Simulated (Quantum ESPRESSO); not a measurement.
Pt under changes of volume

One of the cells (15.080 Å³/atom); the others are scaled copies at fixed shape and fractional positions:

```
Pt
1.0
     0.00000    1.96090    1.96090
     1.96090    0.00000    1.96090
     1.96090    1.96090    0.00000
Pt
1
Direct
  0.00000 0.00000 0.00000
```

```yaml
Program: Quantum ESPRESSO 7.5
Functional: r2SCAN
Potentials_or_basis: SG15 PBE 1.2
Cutoff: 952 eV
Density_cutoff: 3810 eV
k_mesh: 9 × 9 × 9
Occupations: fermi-dirac, width 0.05 eV
Spin: no spin polarisation
```

```tsv
volume (Å³/atom)	energy over the lowest point (meV/atom)	pressure (GPa)
14.175	79.23	25.2
14.477	39.51	17.1
14.778	?	?
15.080	1.48	3.6
15.381	0.00	-2.0
15.683	8.39	-6.9
15.985	25.47	-11.2
```

Problem. What does the run at 14.778 Å³/atom give?

Solution. Energy over the lowest point 14.16 meV/atom; pressure 9.9 GPa.

Worked out: A Birch-Murnaghan fit of order 3 (a polynomial in V^(-2/3)) to the other rows has its minimum at 15.27 Å³/atom with B0 = V·E''(V) = 277 GPa and B' = 5.3. It gives 14.20 meV/atom at 14.778 Å³/atom, against the run's 14.16, and -dE/dV = 10.0 GPa, against 9.9.

Energies are extrapolated to zero smearing.

Caveats: the potentials were made for another functional, which shifts forces and pressure.
